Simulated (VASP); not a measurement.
# MgTe in VASP: relaxing the cell with several functionals

Where does MgTe in the zincblende structure come to rest with r2SCAN, PBEsol and LDA? This is a trial cell built on a prototype, not taken from a measured structure, and it needn't be the compound's ground state.

Code: VASP 6.6.1. PAW datasets, plane waves, zero pressure. No spin polarisation. The prototype was imposed, so other structures may be more stable.

### Step 1. Starting point

The cell comes from an earlier relaxation with PBE in another program.

The symmetry is F-43m (No. 216, cubic); conventional cell a = 6.509 Å, 34.47 Å³ an atom. Near Mg stand 4 Te at 2.82 Å; near Te stand 4 Mg at 2.82 Å.

Coordinates:

```xyz
2
Lattice="0.0000 3.2544 3.2544 3.2544 0.0000 3.2544 3.2544 3.2544 0.0000" Properties=species:S:1:pos:R:3 pbc="T T T"
Mg    0.0000    0.0000    0.0000
Te    1.6272    1.6272    1.6272
```

### Step 2. Relaxation with r2SCAN

Contents of INCAR:

```
ENCUT = 600.000000
SIGMA = 0.020000
EDIFF = 1.00e-07
EDIFFG = -5.00e-03
ALGO = Normal
METAGGA = R2SCAN
PREC = Accurate
IBRION = 2
ISIF = 3
ISMEAR = -1
NBANDS = 11
NELM = 120
NSW = 40
LASPH = .TRUE.
LCHARG = .FALSE.
LWAVE = .FALSE.
LREAL = .FALSE.
```

Contents of KPOINTS:

```
KPOINTS created by Atomic Simulation Environment
0
Gamma
6 6 6
0 0 0
```

Contents of POSCAR:

```
Mg Te
 1.0000000000000000
     0.0000000000000000    3.2543925634672597    3.2543925634672597
     3.2543925634672597    0.0000000000000000    3.2543925634672597
     3.2543925634672597    3.2543925634672597    0.0000000000000000
 Mg  Te
   1   1
Cartesian
  0.0000000000000000  0.0000000000000000  0.0000000000000000
  1.6271962817336296  1.6271962817336296  1.6271962817336296
```

The run uses the recommended PBE PAW datasets (8 valence electrons a neutral cell).

### Step 3. PBEsol: cell and atoms

Edit INCAR of step 2 so:

```diff
@@ -4,4 +4,3 @@
 EDIFFG = -5.00e-03
-ALGO = Normal
-METAGGA = R2SCAN
+GGA = PS
 PREC = Accurate
```

KPOINTS is that of step 2.

POSCAR is that of step 2.

### Step 4. Relaxing with LDA

Edit INCAR of step 3 so:

```diff
@@ -4,3 +4,3 @@
 EDIFFG = -5.00e-03
-GGA = PS
+GGA = CA
 PREC = Accurate
```

KPOINTS is that of step 3.

POSCAR is that of step 3.

The run uses the recommended LDA PAW datasets (8 valence electrons a neutral cell).

**Question.** What will these runs give? Wanted: for each run, a; volume; space group.

**Answer**, as computed:

```
 level  a (Å)  volume (Å³/atom)  space group
r2SCAN  6.460            33.702        F-43m
PBEsol  6.441            33.405        F-43m
   LDA  6.367            32.265        F-43m
```

**Reading.** The r2SCAN run changed the volume by -2.2 % from its own start of 34.47 Å³/atom. The volume spreads over 4.5 %, from LDA to r2SCAN.
